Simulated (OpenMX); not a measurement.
Mg: single point with PBE

The system is Mg.

```
CELL_PARAMETERS angstrom
3.20930 0.00000 0.00000
-1.60465 2.77934 0.00000
0.00000 0.00000 5.21030
ATOMIC_POSITIONS crystal
Mg 0.66667 0.33333 0.75000
Mg 0.33333 0.66667 0.25000
```

```json
{"Program": "OpenMX 3.8.5", "Task": "single point", "Functional": "PBE", "Potentials or basis": "OpenMX 2013 PBE set, Mg7.0-s3p2d1, grid cutoff 700 Ry", "k mesh": "7 × 7 × 5", "Occupations": "fermi-dirac, width 0.05 eV", "Spin": "no spin polarisation"}
```

```yaml
Pressure: -0.5 GPa
Largest_force: 0.008 eV/Å
Band_gap_on_the_k_mesh: none (metal or under the smearing width)
```

Forces on the atoms (eV/Å):
```
Mg   0.000 -0.008  0.000
Mg   0.000  0.008  0.000
```

Levels at points of the mesh, in eV from the Fermi level:
```
           k point  band 6  band 7  band 8  band 9  band 10  band 11
(0.00, 0.00, 0.00)  -42.80   -7.06   -1.82   -1.42    11.45    11.46
```

It took 50 s on 1 thread of Arm Neoverse V2, with other jobs on the host, peak memory 1.1 GiB.

Caveat: the basis of atomic orbitals isn't converged, which shifts pressures, moduli and gaps.
